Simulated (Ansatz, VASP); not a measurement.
**Au in VASP and in Ansatz**

The input INCAR:

```
PREC = Accurate
ENCUT = 520
EDIFF = 1E-6
ISMEAR = -1
SIGMA = 0.1
LREAL = F
LASPH = T
NELM = 80
ALGO = Normal
ISIF = 2
LWAVE = F
LCHARG = F
GGA = RE
NBANDS = 24
```

Contents of KPOINTS:

```
Automatic mesh
0
Gamma
  9 9 12
```

Contents of POSCAR:

```
Au
1.0
    4.8349627237      0.0000000000      0.0000000000
   -2.4174813619      4.1872005450      0.0000000000
    0.0000000000      0.0000000000      2.8898998192
Au
3
Direct
    1.0000000000      0.0000000000      0.0000000000
    0.3333333333      0.6666666667      0.5000000000
    0.6666666667      0.3333333333      0.5000000000
```

Input for Ansatz:

```yaml
crystal:
  lattice:
    - [4.8349627237, 0.0, 0.0]
    - [-2.4174813619, 4.187200545, 0.0]
    - [0.0, 0.0, 2.8898998192]
  atoms:
    - { symbol: Au, position: [1.0, 0.0, 0.0] }
    - { symbol: Au, position: [0.3333333333, 0.6666666667, 0.5] }
    - { symbol: Au, position: [0.6666666667, 0.3333333333, 0.5] }
hamiltonian:
  xc: revpbe
  pseudopotentials:
    kind: paw
    azcp:
      Au: "pseudopotentials/Au.paw.azcp"
basis:
  ecutwfc: 420
  fft_grid_basis: typed
kpoints:
  mp_grid: { grid: [9, 9, 12], shift: [0, 0, 0] }
magnetization:
  spin_polarized: false
scf:
  occupations: { method: fermi_dirac, width: 0.1 }
  lower_state_search: "off"
output:
  stress: true
```

Alike in both runs: task single point; functional revPBE; k mesh 9 × 9 × 12; occupations fermi-dirac, width 0.1 eV; no spin polarisation.

|  | VASP | Ansatz |
| --- | --- | --- |
| version | VASP 6.6.1 | Ansatz 0.2.0 |
| potentials or method | VASP PAW PBE potentials, release 64 (Au) | plane waves (420 eV) with PAW, scalar-relativistic |
| plane-wave cutoff (eV) | 520 | 420 |
| valence electrons in the cell | 33 | 57 |

|  | VASP | Ansatz | Ansatz less VASP |
| --- | --- | --- | --- |
| pressure (GPa) | -4.4 | -4.2 | +0.15 |
| largest component of the traceless stress (GPa) | 1.12 | 1.13 | +0.012 |

With one functional, cell and mesh, what is left measures potentials, basis and numerics. The two sets of potentials don't hold the same shells in valence.

Caveats: the PAW data sets were made with another functional, which shifts forces and pressure a little (VASP). Spin-orbit coupling is left out, which matters for the levels of Au.
